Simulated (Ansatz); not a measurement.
# fcc against bcc along group 13

All numbers below come from DFT, BLYP, plane waves (420 eV) with PAW, scalar-relativistic in Ansatz. (PAW data from PBE, frozen cores regenerated.)

Each structure is relaxed within its symmetry, in the lowest magnetic state of the tried starts. Differences under about 8 meV lie within the error of the k-point mesh.

```
element  E(fcc) − E(bcc) (meV/atom)  V(fcc) (Å³/atom)  V(bcc) (Å³/atom)       state of fcc       state of bcc
      B                        -361              6.07              6.45  spin not included  spin not included
     Al                         -84             17.37             18.19  spin not included  spin not included
     Ga                          -2             21.61             21.92  spin not included  spin not included
     In                           ?                 ?                 ?                  ?                  ?
     Tl                          19             35.40             35.55  spin not included  spin not included
```

(1) Fill in the row of In.

Results:

(1) E(fcc) − E(bcc) (meV/atom): 0; V(fcc) (Å³/atom): 31.08; V(bcc) (Å³/atom): 31.53; state of fcc: spin not included; state of bcc: spin not included.
